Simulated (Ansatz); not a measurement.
Zone-centre phonons of Ti3Si: input and output

Level of theory: Ansatz, DFT PBEsol, scalar-relativistic, plane waves, PAW.

Launched with:
```bash
ansatz run input.yaml --threads 2 --pin off --max-ram 7168MiB --backend cpu --events-out ev --progress --plain --runs-dir out
```

Input (bare energies are in eV):
```yaml
crystal:
  lattice:
    - [5.5798487671, 0.0, 0.0]
    - [-2.7899243836, 4.8322907816, 0.0]
    - [0.0, 0.0, 4.488098078]
  atoms:
    - { symbol: Ti, position: [0.3426839998, 0.1713419999, 0.75] }
    - { symbol: Ti, position: [0.8286580001, 0.1713419999, 0.75] }
    - { symbol: Ti, position: [0.8286580001, 0.6573160002, 0.75] }
    - { symbol: Ti, position: [0.6573160002, 0.8286580001, 0.25] }
    - { symbol: Ti, position: [0.1713419999, 0.8286580001, 0.25] }
    - { symbol: Ti, position: [0.1713419999, 0.3426839998, 0.25] }
    - { symbol: Si, position: [0.3333333333, 0.6666666667, 0.75] }
    - { symbol: Si, position: [0.6666666667, 0.3333333333, 0.25] }
basis:
  ecutwfc: 420
kpoints:
  mp_grid: { grid: [6, 6, 8] }
hamiltonian:
  xc: pbesol
scf:
  occupations: { method: fermi_dirac, width: 0.15 }
output:
  eigenvalues: true
phonons:
  method: dfpt
  eigenvectors: true
```

The end of the output:
```
--- Phonons (Γ-DFPT): 4 representative perturbations + reference, on 100 of 288 k-points (Σ response iterations 12) ---
  k mesh reduced under 2 symmetry operations, with k and −k counted as one. Each operation leaves every solved displacement unchanged or reverses it
  ASR residual: 1.461e-3 → 0.000e0 eV/Å²; symmetrization residual: 2.621e-6 eV/Å²
  ASR residual per site (eV/Å²): 1.36e-3 1.36e-3 1.46e-3 1.36e-3 1.36e-3 1.46e-3 4.18e-6 4.18e-6
  Γ frequencies (cm⁻¹): 0.00 0.00 0.00 84.45 84.45 138.99 138.99 146.69 193.87 193.87 204.90 249.36 249.36 263.36 263.36 275.89 280.89 288.13 296.26 296.26 296.66 317.77 319.79 319.79
  non-analytic LO–TO correction: not included (Born effective charges unavailable; polar crystals: no LO–TO splitting at Γ)
```

Time: 4.1 min on 2 threads of Arm Neoverse V1, on a shared host, peak memory 2.3 GiB.

In a metal, frequencies and elastic constants depend on the k mesh and the smearing, soft modes and shear constants most.